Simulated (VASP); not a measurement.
# P (Cmmm) in VASP: reference runs, part 2 of 2

VASP 6.6.1. The steps go on from the part before.

## 3. Single point, PBE (atoms moved at random, drawn with an rms of 0.05 Å)

INCAR reads:

```
ALGO     = Normal         # electronic algorithm
EDIFF    = 1E-7           # SCF threshold, eV
ENCUT    = 520            # plane-wave cutoff, eV
GGA      = PE             # functional
ISIF     = 2              # what is computed and relaxed
ISMEAR   = -1             # smearing method
LASPH    = T              # aspherical terms in the spheres
LCHARG   = F              # write CHGCAR
LREAL    = F              # projectors in reciprocal space
LWAVE    = F              # write WAVECAR
NBANDS   = 14             # bands
NELM     = 60             # most SCF steps
PREC     = Accurate       # precision mode
SIGMA    = 0.05           # smearing width, eV
```

KPOINTS reads:

```
k-points
0
Gamma
  8 8 11
```

POSCAR reads:

```
P
1.0
    1.7763700000     -6.2172900000      0.0000000000
    1.7763700000      6.2172900000      0.0000000000
    0.0000000000      0.0000000000      2.3804400000
P
3
Direct
    0.0155950000      0.0223520000      0.4838210000
    0.8011260000      0.1734140000      0.4887380000
    0.1942310000      0.8161520000      0.5070850000
```

Potentials or basis: VASP PAW PBE potentials, release 64 (P).

The run is started by

```sh
$ cat potpaw_PBE.64/P/POTCAR > POTCAR
$ mpirun -np 1 vasp_std > vasp.out
```

OUTCAR:

```text
EDIFF = 1E-7
   ENCUT = 520
   GGA = PE
   ISIF = 2
   ISMEAR = -1
   LASPH = T
   LREAL = F
   NELM = 60
   PREC = Accurate

 ion  position               nearest neighbor table
   1  0.016  0.022  0.484-   2 2.28   3 2.39
   2  0.801  0.173  0.489-   1 2.28   3 2.31   3 2.41
   3  0.194  0.816  0.507-   2 2.31   1 2.39   2 2.41

  LATTYP: Found a base centered orthorhombic cell.
 ALAT       =     3.5527400000
 B/A-ratio  =     3.4999971853
 C/A-ratio  =     0.6700293295

  Lattice vectors:

 A1 = (   1.7763700000,  -6.2172900000,   0.0000000000)
 A2 = (   1.7763700000,   6.2172900000,   0.0000000000)
 A3 = (   0.0000000000,   0.0000000000,   2.3804400000)

Analysis of symmetry for initial positions (statically):
=====================================================================
 Subroutine PRICEL returns:
 Original cell was already a primitive cell.

 Routine SETGRP: Setting up the symmetry group for a
 base centered orthorhombic supercell.

 Subroutine GETGRP returns: Found  1 space group operations
 (whereof  1 operations were pure point group operations)
 out of a pool of  8 trial point group operations.

The static configuration has the point symmetry C_1 .

Analysis of symmetry for dynamics (positions and initial velocities):
=====================================================================
 Subroutine PRICEL returns:
 Original cell was already a primitive cell.

 Routine SETGRP: Setting up the symmetry group for a
 base centered orthorhombic supercell.

 Subroutine GETGRP returns: Found  1 space group operations
 (whereof  1 operations were pure point group operations)
 out of a pool of  8 trial point group operations.

The dynamic configuration has the point symmetry C_1 .

 Subroutine INISYM returns: Found  1 space group operations
[... 119 lines left out ...]
     AMIX_MAG =   1.60;   BMIX_MAG =  1.00
  volume/ion in A,a.u.               =      17.53       118.28
  Fermi-wavevector in a.u.,A,eV,Ry     =   1.077700  2.036558 15.802321  1.161438
  Thomas-Fermi vector in A             =   2.213619
   LORBIT       =      0    0 simple, 1 ext, 2 COOP (PROOUT), +10 PAW based schemes
   GGA     = PE    functional components
   LHFCALC =     F    Hartree Fock is set to
   AEXX    =    0.0000 exact exchange contribution
   IVDW    =     0    specifies the selected vdW correction
   LEPSILON=     F    determine dielectric tensor
   LRPA    =     F    only Hartree local field effects (RPA)
 non-spin polarized calculation
  energy-cutoff  :      520.00
  volume of cell :       52.58
 maximum number of plane-waves:      1446
   NGX = 25   NGY = 25   NGZ =  9

 number of electron      14.9999999 magnetization

 Free energy of the ion-electron system (eV)
  ---------------------------------------------------
  ext. energy  EPLUGINS =         0.00000000
  ---------------------------------------------------
  free energy    TOTEN  =       -15.25287871 eV

  energy without entropy =      -15.24154932  energy(sigma->0) =      -15.24721401

 E-fermi :   7.2246     XC(G=0): -10.2185

 val. band max:        7.2080661539   @ k =  -0.2500   0.5000  -0.3636
 cond. band min:       7.2247189619   @ k =   0.3750  -0.1250   0.3636
 fundamental gap:      0.0166528080
 Fermi energy:         7.2246017198

 k-point     1 :       0.0000    0.0000    0.0000
  band No.  band energies     occupation
      1      -8.8079      2.00000
      2      -5.3426      2.00000
      3      -4.4999      2.00000
      4       2.4262      2.00000
      5       4.0282      2.00000
      6       4.7803      2.00000
      7       5.4202      2.00000
      8       7.8507      0.00001
      9       9.6892      0.00000
     10      11.3572      0.00000
     11      13.5668      0.00000
     12      13.9379      0.00000
     13      14.8991      0.00000
     14      16.2213      0.00000
[... 377 lines left out ...]
      1      -7.3339      2.00000
      2      -6.6341      2.00000
      3      -3.5127      2.00000
      4      -0.0577      2.00000
      5       1.3384      2.00000
      6       3.5953      2.00000
      7       5.3579      2.00000
      8       9.5561      0.00000
      9      11.5446      0.00000
     10      14.2213      0.00000
     11      14.6067      0.00000
     12      15.1486      0.00000
     13      15.8477      0.00000
     14      16.8896      0.00000

 [... further k-points ...]
[... 5 lines left out ...]
  --------------------------------------------------------------------------------------
  -------------------------------------------------------------------------------------
  Total        0.4253089      0.6399405     -1.1212640     -0.1956844     -0.0922677      0.0073667
  in kB       12.9596485     19.4997201    -34.1661998     -5.9627288     -2.8115012      0.2244709
  external PRESSURE =      -0.5689437 kB  Pullay stress =       0.0000000 kB

 VOLUME and BASIS-vectors are now :
 -----------------------------------------------------------------------------
  energy-cutoff  :      520.00
  volume of cell :       52.58
      direct lattice vectors                 reciprocal lattice vectors
     1.776370000 -6.217290000  0.000000000     0.281472891 -0.080420891  0.000000000
     1.776370000  6.217290000  0.000000000     0.281472891  0.080420891  0.000000000
     0.000000000  0.000000000  2.380440000     0.000000000  0.000000000  0.420090403

 POSITION                                       TOTAL-FORCE (eV/Angst)
 -----------------------------------------------------------------------------------
      0.06741      0.04201      1.15171         0.009775     -0.292950      0.079194
      1.73114     -3.90267      1.16341         0.187890      0.227675      0.092317
      1.79481      3.86666      1.20709        -0.197665      0.065274     -0.171511
 -----------------------------------------------------------------------------------
    total drift:                               -0.000017      0.000174      0.000021

  FREE ENERGIE OF THE ION-ELECTRON SYSTEM (eV)
  ---------------------------------------------------
  free  energy   TOTEN  =       -15.2528787063 eV

  energy  without entropy=      -15.2415493155  energy(sigma->0) =      -15.24721401
```

stdout:

```text
POSCAR found type information on POSCAR P
 POSCAR found :  1 types and       3 ions
 scaLAPACK will be used
 LDA part: xc-table for (Slater+PW92), standard interpolation
 POSCAR, INCAR and KPOINTS ok, starting setup
 FFT: planning ... GRIDC
 FFT: planning ... GRID_SOFT
 FFT: planning ... GRID
 WAVECAR not read
 entering main loop
```

Wall time 2.1 min (1 thread of Intel Xeon Platinum 8488C (Sapphire Rapids), shared host); peak memory 0.32 GiB.

What came out:

- Free energy: -15.2529 eV
- Pressure: -0.1 GPa
- Largest force: 0.309 eV/Å
- Band gap on the k mesh: none (metal or under the smearing width)

Forces in eV/Å, atoms in the order of the input:
```
P    0.010 -0.293  0.079
P    0.188  0.228  0.092
P   -0.198  0.065 -0.172
```
